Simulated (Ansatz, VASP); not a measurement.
# Cross-check of MgO (Periclase) between VASP and Ansatz

Wanted: the spread between two codes on one cell, functional and k mesh. The cell is taken from a series of VASP runs on this material, whose earlier steps may have relaxed, scaled or displaced it; both programs get it as it stands.

Program: Ansatz 0.2.0. Level of theory: plane waves, with VASP 6.6.1 beside it; relaxation of cell and atoms at LDA and relaxation of cell and atoms at PBEsol with D3(BJ). Results are calculated unless marked as measured.

### Step 1. Starting point

It takes space group Fm-3m (No. 225, cubic). Conventional cell: a = 4.145 Å, b = 4.145 Å, c = 4.145 Å, α = 90.00°, β = 90.00°, γ = 90.00°. Nearest to Mg lie 6 O at 2.07 Å. Nearest to O lie 6 Mg at 2.07 Å. Farther neighbours and most contacts between anions are not listed.

### Step 2. Ansatz: relaxation of cell and atoms, LDA

Ansatz runs on its default PAW (the set named soft_2) files.

The relaxed volume is the usual yardstick between codes: its relative difference is about their pressure difference at one cell divided by the bulk modulus.

The input, input.yaml:

```yaml
crystal:
  lattice:
    - [0.0, 2.0725756548, 2.0725756548]
    - [2.0725756548, 0.0, 2.0725756548]
    - [2.0725756548, 2.0725756548, 0.0]
  atoms:
    - { symbol: Mg, position: [0.0, 0.0, 0.0] }
    - { symbol: O, position: [0.5, 0.5, 0.5] }
hamiltonian:
  xc: lda
  pseudopotentials: { kind: paw }
kpoints:
  mp_grid: { grid: [8, 8, 8] }
scf:
  occupations: { method: gaussian, width: 0.03 }
relax:
  f_tol: 0.01
  max_steps: 60
  cell: { stress_tol: 0.05 }
output:
  forces: true
  stress: true
```

The run is started by

```sh
$ ansatz run input.yaml --threads 4 --pin off --max-ram 9216MiB --backend cpu --events-out ev --progress --plain --runs-dir out
```

Numbers of over 12 decimals in the logs are rounded to 6 here.

The log of the run:

```text
Engine: ansatz 0.2.0, aarch64-unknown-linux-gnu
Pseudopotentials: kind: paw
Pseudopotential: Mg, paw, valence charge 10, recommended cutoff 420 eV (normal), Mg.paw.azcp
Pseudopotential: O, paw, valence charge 6, recommended cutoff 420 eV (normal), O.paw.azcp
Functional definition: SPW92
  exchange = slater_x
  correlation = pw_c
Crystal: 2 atoms, lattice volume = 17.806 Å³
Basis set: ecut = 420 eV, 331 PW (Γ)
Bands: 12, of which v1, the nominal top of the filled ones, is band 8 counted from 1 (7 counted from 0)
Symmetry: 48 space group operations
Space group: Fm-3m (ITA 225), of the structure as read, at distance tolerance 2.6e-5 Å
k-points: 29 of 512
Non-local potential: Mg, projectors of the file, l = 0: 3, l = 1: 2, l = 2: 1
Non-local potential: O, projectors of the file, l = 0: 2, l = 1: 2, l = 2: 1
PAW form: soft (Blöchl's): semilocal exchange-correlation on the pseudo side does not see the compensation charge
PAW frozen core: Mg, regenerated for the run's functional, and the local potential with it (the file was generated under x = pbe(κ = 0.804, μ = 0.219515), c = pbe(β = 0.066725))
PAW frozen core: O, regenerated for the run's functional, and the local potential with it (the file was generated under x = pbe(κ = 0.804, μ = 0.219515), c = pbe(β = 0.066725))
PAW one-centre angular grid: Mg, 110 points (default); XC on 64 Gauss nodes
PAW one-centre angular grid: O, 110 points (default); XC on 64 Gauss nodes
Initial density: superposition of atomic densities (neutral atoms: chi_scale 0, normalization atom), corrected by the library's trained network
Initial wavefunctions: pseudopotential atomic-orbital guess
Functional: x = slater, c = lda
SCF iter   1: F=—  HF=-2460.081991 eV  |F-HF|=—  |Δ(HF+E_count)|=         —  Δρ=1.81e-2  dr2=4.58e-2  ethr=1.77e-3  ⟨swp⟩=5.8  Hψ=2042  notcnv=0
preconditioner: auto → none  [insulator: Δε(μ)=4.985 eV  Ē_g=18.660 eV  σ=0.030 eV  W_gap=1.00  n_scr=8 (ndim 8)  ℏωp=24.9 eV  f_vac=0.000  D(μ)=0.00/eV (n_scr^D=0)  ε∞_Penn≈2.8]
SCF iter   2: F=—  HF=-2460.066349 eV  |F-HF|=—  |Δ(HF+E_count)|=   1.56e-2  Δρ=5.59e-3  dr2=5.10e-3  ethr=2.86e-4  ⟨swp⟩=2.0  Hψ=690  notcnv=0
SCF iter   3: F=—  HF=-2460.064586 eV  |F-HF|=—  |Δ(HF+E_count)|=   1.76e-3  Δρ=9.37e-4  dr2=8.53e-5  ethr=3.19e-5  ⟨swp⟩=2.3  Hψ=538  notcnv=0
SCF iter   4: F=—  HF=-2460.064543 eV  |F-HF|=—  |Δ(HF+E_count)|=   4.28e-5  Δρ=8.18e-5  dr2=7.46e-7  ethr=5.33e-7  ⟨swp⟩=2.0  Hψ=436  notcnv=0
iter 5 did not close the SCF: its close was put off for the readings that it lacked (scf_convergence_deferred on its scf_iter line)
SCF iter   5: F=-2460.064543 eV  HF=-2460.064543 eV  |F-HF|=5.08e-9  |Δ(HF+E_count)|=   1.92e-7  Δρ=1.02e-5  dr2=6.34e-9  ethr=4.66e-9  ⟨swp⟩=2.0  Hψ=455  notcnv=0
SCF iter   6: F=-2460.064543 eV  HF=-2460.064543 eV  |F-HF|=2.06e-10  |Δ(HF+E_count)|=   6.08e-9  Δρ=1.35e-6  dr2=1.50e-10  ethr=3.96e-11  ⟨swp⟩=2.0  Hψ=1077  notcnv=0
SCF 1 converged in 6 iterations: F = -2460.064543 eV  dr2 = 1.50e-10
  greatest PAW one-centre occupation: 1.000 electrons in one spin orbital (limit 2), on the Mg atom at site 0 (counted from 0), in its partial waves of l = 1
relax step   1: F+E_penalty+E_count = -2460.06454324 eV  Δ(F+E_penalty+E_count) = +0.000e0 eV  max|allowed force component| = 8.316e-30 eV/Å  Δτ_max = 0.0000 Å  P = +1.779 GPa  Ω = 17.806 Å³  (6 SCF iters, dr2 threshold 1.00e-7 eV, accepted)
[...]
relax step   2: F+E_penalty+E_count = -2460.06478320 eV  Δ(F+E_penalty+E_count) = -2.400e-4 eV  max|allowed force component| = 4.273e-30 eV/Å  Δτ_max = 0.0000 Å  P = +1.029 GPa  Ω = 17.877 Å³  energy of the carried Pulay correction = -3.834e-4 eV  (6 SCF iters, dr2 threshold 2.00e-7 eV, accepted)
[...]
relax step   3: F+E_penalty+E_count = -2460.06457385 eV  Δ(F+E_penalty+E_count) = +2.093e-4 eV  max|allowed force component| = 1.354e-29 eV/Å  Δτ_max = 0.0000 Å  P = +0.012 GPa  Ω = 17.976 Å³  energy of the carried Pulay correction = -9.119e-4 eV  (6 SCF iters, dr2 threshold 2.00e-7 eV, accepted)
[...]
relax step   4: F+E_penalty+E_count = -2460.06543223 eV  Δ(F+E_penalty+E_count) = -8.584e-4 eV  max|allowed force component| = 2.616e-29 eV/Å  Δτ_max = 0.0000 Å  P = +0.105 GPa  Ω = 17.976 Å³  stress off target by 1.05e-1 GPa  SCF on the basis re-selected at this cell (its energy is not comparable with the rows above)  (8 SCF iters)
[...]
relax step   5: F+E_penalty+E_count = -2460.06538002 eV  Δ(F+E_penalty+E_count) = +5.221e-5 eV  max|allowed force component| = 4.766e-30 eV/Å  Δτ_max = 0.0000 Å  P = +0.004 GPa  Ω = 17.986 Å³  energy of the carried Pulay correction = -5.568e-5 eV  (7 SCF iters, dr2 threshold 2.75e-8 eV, accepted)
[...]
relax step   6: F+E_penalty+E_count = -2460.06550275 eV  Δ(F+E_penalty+E_count) = -1.227e-4 eV  max|allowed force component| = 6.903e-30 eV/Å  Δτ_max = 0.0000 Å  P = +0.006 GPa  Ω = 17.986 Å³  stress off target by 6.23e-3 GPa  SCF on the basis re-selected at this cell (its energy is not comparable with the rows above)  (7 SCF iters)
basis re-selected at this cell: Δ(F+E_penalty+E_count) = -1.227e-4 eV, ΔP = +0.002 GPa vs the last step (what re-selecting the basis moved, of the pressure what is left beyond the Pulay correction that the steps carried, after the strain that the cell walked since its last selection, with what the two solves' SCF thresholds leave and, on support functions, any second-order correction that the steps lacked; it is no m [...]
SCF converged after 7 iterations
Free energy (F): -2460.065503 eV
Harris-Foulkes:  -2460.065503 eV  (|F-HF|=0.00e0)
Internal energy: -2460.065503 eV  (E = F + TS)
E sigma→0 (E₀):  -2460.065503 eV
Fermi energy:    10.759356 eV
--- Per-component energies (eV) ---
  E_band       = -287.639504
  E_kinetic    = 255.769860
  E_local      = -1577.257896  (includes V_loc(G=0)·N_el)
  E_nonlocal   = 145.613548
  E_hartree    = 543.367795
  E_xc         = -104.029496
  E_vxc        = -134.276643  (∫ρ·V_xc dr)
  E_paw        = -417.986371  (= ΣΔE_a)
  E_vpaw       = -64.226608  (= ΣTr[D̂ρ^β])
  E_aug_tail   = 0.002646  (compensation charges beyond the density's cutoff)
  E_ewald      = -1305.792989
  E_core_change = 0.247401  (= ΣΔE_core)
  E_smearing   = -0.000000  (= −TS)
  E_closure    = 0.000000  (closes the sum)
  Σ components = -2460.065503   (vs F -2460.065503, Δ=0.00e0)
--- Forces (eV/Å), atoms counted from 1 ---
  atom   1  Mg    -0.00000000    -0.00000000    -0.00000000
  atom   2  O      0.00000000    -0.00000000     0.00000000
  max |Σ_I F_I| component: 1.35e-29 eV/Å
--- Stress (GPa, compression-positive) ---
        0.006232      -0.000000      -0.000000
       -0.000000       0.006232      -0.000000
       -0.000000      -0.000000       0.006232
  P = ⅓ Tr σ = 0.0062 GPa (0.062 kbar)
--- Relaxed structure (4 steps of the walk, 4 accepted, 2 SCFs on fresh bases) ---
  F+E_penalty+E_count = -2460.06550275 eV   max|allowed force component| = 6.903e-30 eV/Å   (the final SCF, on the basis selected at the relaxed cell)
  cell:  # Å, volume = 17.9858 Å³
    - [0, 2.079538, 2.079538]
    - [2.079538, 0, 2.079538]
    - [2.079538, 2.079538, 0]
  atoms:
    - { symbol: Mg, position: [0, 0, 0] }
    - { symbol: O, position: [0.5, 0.5, 0.5] }
```

It took 2.2 s on 4 threads of Arm Neoverse V2, shared host; peak memory 0.26 GiB; 2.8 s of CPU time.

### Step 3. VASP: relaxation of cell and atoms, LDA

The same cell, functional (in two slightly different forms), mesh and smearing now go to VASP, with its own data sets and cutoff.

Lines of VASP's logs that name or quote its potential files are left out, and so is its time.

The input, INCAR:

```
SYSTEM = MgO
PREC = Accurate
ENCUT = 520
EDIFF = 1E-06
NELM = 100
ISMEAR = 0
SIGMA = 0.03
LREAL = .FALSE.
ALGO = Normal
GGA = CA
NBANDS = 10
LORBIT = 11
LWAVE = .FALSE.
LCHARG = .FALSE.
KPAR = 4
IBRION = 2
NSW = 50
ISIF = 3
EDIFFG = -0.006
```

The input, POSCAR:

```
MgO
1.0
    0.0000000000      2.0725756548      2.0725756548
    2.0725756548      0.0000000000      2.0725756548
    2.0725756548      2.0725756548      0.0000000000
Mg O
1 1
Direct
    0.0000000000      0.0000000000      0.0000000000
    0.5000000000      0.5000000000      0.5000000000
```

The input, KPOINTS:

```
Automatic mesh
0
Gamma
8 8 8
0 0 0
```

The projector-augmented-wave data sets are Mg and O (LDA family, release 64).

The run is started by

```sh
$ mpirun -np 4 vasp_std
```

The log of the run:

```text
[banner, memory and clock lines left out]
running    4 mpi-ranks, on    1 nodes
 distrk:  each k-point on    1 cores,    4 groups
 distr:  one band on    1 cores,    1 groups

 POSCAR found type information on POSCAR MgO
 POSCAR found :  2 types and       2 ions
 LDA part: xc-table for (Slater(with rela. corr.)+CA(PZ))
 , standard interpolation
 POSCAR, INCAR and KPOINTS ok, starting setup
 FFT: planning ... GRIDC
 FFT: planning ... GRID_SOFT
 FFT: planning ... GRID
 WAVECAR not read
 entering main loop
       N       E                     dE             d eps       ncg     rms          rms(c)
DAV:   1     0.101238294392E+02    0.10124E+02   -0.46795E+03   668   0.714E+02
DAV:   2    -0.145431894791E+02   -0.24667E+02   -0.23369E+02   660   0.134E+02
DAV:   3    -0.150318482167E+02   -0.48866E+00   -0.48811E+00   668   0.165E+01
DAV:   4    -0.150328796971E+02   -0.10315E-02   -0.10315E-02   646   0.855E-01
DAV:   5    -0.150328824400E+02   -0.27429E-05   -0.27429E-05   644   0.431E-02    0.710E+00
DAV:   6    -0.135073588721E+02    0.15255E+01   -0.87651E+00   586   0.177E+01    0.219E+00
DAV:   7    -0.134692090184E+02    0.38150E-01   -0.50018E-02   618   0.219E+00    0.127E+00
DAV:   8    -0.134457339069E+02    0.23475E-01   -0.25952E-02   584   0.181E+00    0.186E-01
DAV:   9    -0.134455529278E+02    0.18098E-03   -0.18959E-04   664   0.114E-01    0.125E-01
DAV:  10    -0.134454420725E+02    0.11086E-03   -0.26439E-04   606   0.151E-01    0.776E-03
DAV:  11    -0.134454413102E+02    0.76229E-06   -0.38278E-06   618   0.116E-02
   1 F= -.13445441E+02 E0= -.13445441E+02  d E =-.134454E+02
 curvature:   0.00 expect dE= 0.000E+00 dE for cont linesearch  0.000E+00
 trial: gam= 0.00000 g(F)=  0.753E-62 g(S)=  0.138E-04 ort = 0.000E+00 (trialstep = 0.100E+01)
 search vector abs. value=  0.138E-04
 bond charge predicted
       N       E                     dE             d eps       ncg     rms          rms(c)
DAV:   1    -0.134454966035E+02   -0.54531E-04   -0.10396E-03   598   0.277E-01    0.547E-02
DAV:   2    -0.134454439249E+02    0.52679E-04   -0.34251E-04   604   0.116E-01    0.536E-03
DAV:   3    -0.134454434237E+02    0.50121E-06   -0.40036E-06   590   0.193E-02
   2 F= -.13445443E+02 E0= -.13445443E+02  d E =-.211344E-05
 trial-energy change:   -0.000002  1 .order   -0.000002   -0.000014    0.000009
 step:   0.5954(harm=  0.5954)  dis= 0.00000  next Energy=   -13.445445 (dE=-0.410E-05)
 reached required accuracy - stopping structural energy minimisation
```

Parts of OUTCAR (step 3):

```text
ion  position               nearest neighbor table
   1  0.000  0.000  0.000-   2 2.07   2 2.07   2 2.07   2 2.07   2 2.07   2 2.07
   2  0.500  0.500  0.500-   1 2.07   1 2.07   1 2.07   1 2.07   1 2.07   1 2.07

  LATTYP: Found a face centered cubic cell.
 ALAT       =     4.1451513096

 Subroutine GETGRP returns: Found 48 space group operations
 (whereof 48 operations were pure point group operations)

The static configuration has the point symmetry O_h .

 Found     29 irreducible k-points:

   k-points           NKPTS =     29   k-points in BZ     NKDIM =     29   number of bands    NBANDS=     10

   dimension x,y,z NGX =    24 NGY =   24 NGZ =   24
   dimension x,y,z NGXF=    48 NGYF=   48 NGZF=   48

   ENCUT  =  520.0 eV  38.22 Ry    6.18 a.u.   5.45  5.45  5.45*2*pi/ulx,y,z

   NELECT =       8.0000    total number of electrons

 k-points in reciprocal lattice and weights: Automatic mesh
   0.00000000  0.00000000  0.00000000       0.002
   0.12500000  0.00000000  0.00000000       0.016
   0.25000000  0.00000000  0.00000000       0.016
   0.37500000  0.00000000  0.00000000       0.016
   0.50000000  0.00000000  0.00000000       0.008
   0.12500000  0.12500000  0.00000000       0.012
   0.25000000  0.12500000  0.00000000       0.047
   0.37500000  0.12500000  0.00000000       0.047
   0.50000000  0.12500000  0.00000000       0.047
[...]
-0.37500000  0.50000000  0.12500000       0.023
  -0.25000000  0.50000000  0.25000000       0.012

 average (electrostatic) potential at core
       1 -34.6065       2 -70.3962

 E-fermi :   3.3846

 k-point     1 :       0.0000    0.0000    0.0000
  band No.  band energies     occupation
      1     -14.0092      2.00000
      2       3.2474      2.00000
      3       3.2474      2.00000
      4       3.2474      2.00000
      5       8.3759      0.00000
      6      19.0274      0.00000
      7      19.0274      0.00000
      8      19.0274      0.00000
      9      23.1769      0.00000
    ...

 k-point     2 :       0.1250    0.0000    0.0000
  band No.  band energies     occupation
      1     -13.8245      2.00000
      2       2.2645      2.00000
      3       3.1330      2.00000
      4       3.1330      2.00000
      5       9.2746      0.00000
      6      17.3630      0.00000
      7      19.4139      0.00000
      8      19.4139      0.00000
      9      23.9611      0.00000
    ...

 k-point     3 :       0.2500    0.0000    0.0000
  band No.  band energies     occupation
      1     -13.3416      2.00000
      2       0.4618      2.00000
      3       2.8701      2.00000
      4       2.8701      2.00000
      5      10.6622      0.00000
      6      15.8955      0.00000
      7      19.9921      0.00000
      8      19.9921      0.00000
      9      23.5680      0.00000
    ...

  Total       -0.0093756     -0.0093756     -0.0093756      0.0000000      0.0000000      0.0000000
  in kB       -0.8427850     -0.8427850     -0.8427850      0.0000000      0.0000000      0.0000000
  external PRESSURE =      -0.8427850 kB  Pullay stress =       0.0000000 kB

  energy-cutoff  :      520.00
  volume of cell :       17.82
      direct lattice vectors                 reciprocal lattice vectors
    -0.000000000  2.073265475  2.073265475    -0.241165449  0.241165449  0.241165449
     2.073265475 -0.000000000  2.073265475     0.241165449 -0.241165449  0.241165449
     2.073265475  2.073265475 -0.000000000     0.241165449  0.241165449 -0.241165449

 POSITION                                       TOTAL-FORCE (eV/Angst)
 -----------------------------------------------------------------------------------
      0.00000      0.00000     -0.00000         0.000000      0.000000      0.000000
      2.07327      2.07327      2.07327        -0.000000     -0.000000     -0.000000
 -----------------------------------------------------------------------------------
    total drift:                               -0.000000     -0.000000      0.000000

  FREE ENERGIE OF THE ION-ELECTRON SYSTEM (eV)
  ---------------------------------------------------
  free  energy   TOTEN  =       -13.4454434237 eV

  energy  without entropy=      -13.4454434237  energy(sigma->0) =      -13.44544342

 reached required accuracy - stopping structural energy minimisation

 total charge
# of ion       s       p       d       tot
------------------------------------------
    1        0.161   0.204   0.090   0.455
    2        1.531   3.565   0.000   5.095
--------------------------------------------------
tot          1.692   3.769   0.090   5.550

[... 3 further parts left out ...]
```

### Step 4. Side by side

Known differences besides the potentials themselves: the two LDA forms differ slightly; both relaxations stop at a tolerance, which leaves soft axes loose, and VASP keeps its plane-wave basis; the data sets hold 16 valence electrons in Ansatz (default PAW (the set named soft_2) files) and 8 in VASP; the cutoff is 420 eV in Ansatz and 520 eV in VASP; VASP's log shows a relativistic correction to its local exchange, Ansatz's none; Ansatz adds a Pulay correction to the stress that steers its cell, VASP none. Total energies have different zeros and are not compared.

Both answers:

| quantity | Ansatz | VASP | difference |
| --- | --- | --- | --- |
| volume (Å³) | 17.99 | 17.82 | +0.91 % |
| edge a after relaxation, in the typed setting (Å) | 2.941 | 2.932 | +0.30 % |

The walks stopped with 0.01 GPa left in Ansatz and -0.08 GPa in VASP; each walk ends within a tolerance, so the volume difference is uncertain by about these residues over the bulk modulus, most in soft cells.

(Part 1 of 2 ends here.)

[Lines on the potential files, build, host, timing and source positions are cut from VASP's logs without a mark.]

[Logs are printed without paths, hosts, clocks, repeated set-up lines and the standing remarks that a program may print on its own settings, such as how far it seeks lower states.]

[Hosts, paths, dates, database ids (printed as entryN), source tags and the programs' standing remarks are cut or masked in the printed files.]
